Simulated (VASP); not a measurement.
# Te: convergence, self-consistent run

Te, Imma (no. 74), 2 atoms in the cell. PBE with TS; PAW potentials Te (PBE set). VASP 6.6.1.

Wanted: energy within 2 meV/atom; pressure within 0.1 GPa.

POSCAR:
```
Te
1.0
   -2.9577914636      3.8759656627      1.5351528885
    2.9577914636     -3.8759656627      1.5351528885
    2.9577914636      3.8759656627     -1.5351528885
Te
2
Direct
    0.0009290200      0.7509290200      0.2500000000
    0.9990709800      0.2490709800      0.7500000000
```

## Self-consistent screening

| Self-consistent screening | Energy less reference (meV/atom) | Pressure (GPa) | SCF iterations | Time (s) |
|---|---|---|---|---|
| default | 0.0 | 0.25 | 13 | 54 |
| SCSRAD = 30 | 0.0 | 0.25 | 13 | 50 |
| SCSRAD = 60 | 0.0 | 0.25 | 13 | 48 |
| LSCALER0 = F | 22.5 | 0.69 | 13 | 49 |

## Question

For each series: keep the first row unless others stay within half of the tolerance and take at least 30 % less time, and then take the fastest.

## Answer

- self-consistent screening: default

## The input

INCAR:
```
SYSTEM = Te
PREC = Accurate
ENCUT = 520
EDIFF = 1E-7
ISMEAR = 0
SIGMA = 0.02
LREAL = .FALSE.
LASPH = .TRUE.
ALGO = Normal
NELM = 100
ISIF = 2
LWAVE = .FALSE.
LCHARG = .FALSE.
IVDW = 2
LVDWSCS = .TRUE.
```

KPOINTS:
```
k-points
0
Gamma
  7 7 7
```

Commands:
```
cat potpaw_PBE.64/Te/POTCAR > POTCAR
mpirun -np 1 vasp_std > vasp.out
```

The chosen input took VASP 6.6.1 54 s on 1 core (Intel Xeon Platinum 8375C @ 2.90GHz (Ice Lake)), a shared host.
